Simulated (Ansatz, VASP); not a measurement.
**TiCo: VASP beside Ansatz**

```
CELL_PARAMETERS angstrom
2.98611 0.00000 0.00000
0.00000 2.98611 0.00000
0.00000 0.00000 2.98611
ATOMIC_POSITIONS crystal
Co 0.50000 0.50000 0.50000
Ti 0.00000 0.00000 0.00000
```

The cell comes from a database or a generator and needn't be the stable form of this composition.

Alike in both runs: task relaxation of cell and atoms; functional RPBE; k mesh 9 × 9 × 9; occupations fermi-dirac, width 0.05 eV; collinear spin.

|  | VASP | Ansatz |
| --- | --- | --- |
| version | VASP 6.6.1 | Ansatz 0.2.0 |
| potentials or method | VASP PAW PBE potentials, release 64 (Co, Ti_sv), cutoff 600 eV | all-electron LAPW, scalar-relativistic |

Ansatz gave:

```
net moment per atom (μB)                                      : 0.43
size of the moment on the site where the two differ most (μB) : 1.03
relaxed volume (Å³/atom)                                      : 13.66
relaxed cell length with the largest relative difference (Å)  : 3.012
energy change over the relaxation (meV/atom)                  : -4
```

**Question.** Estimate VASP's values.

**Answer.** net moment per atom (μB): 0.42; size of the moment on the site where the two differ most (μB): 0.98; relaxed volume (Å³/atom): 13.61; relaxed cell length with the largest relative difference (Å): 3.008; energy change over the relaxation (meV/atom): -3.

Site moments also hang on the region over which each program counts them. Ansatz ran all-electron here, so the differences hold the error of VASP's frozen core and of both bases.

Caveats: the PAW data sets were made with another functional, which shifts forces and pressure a little (VASP).
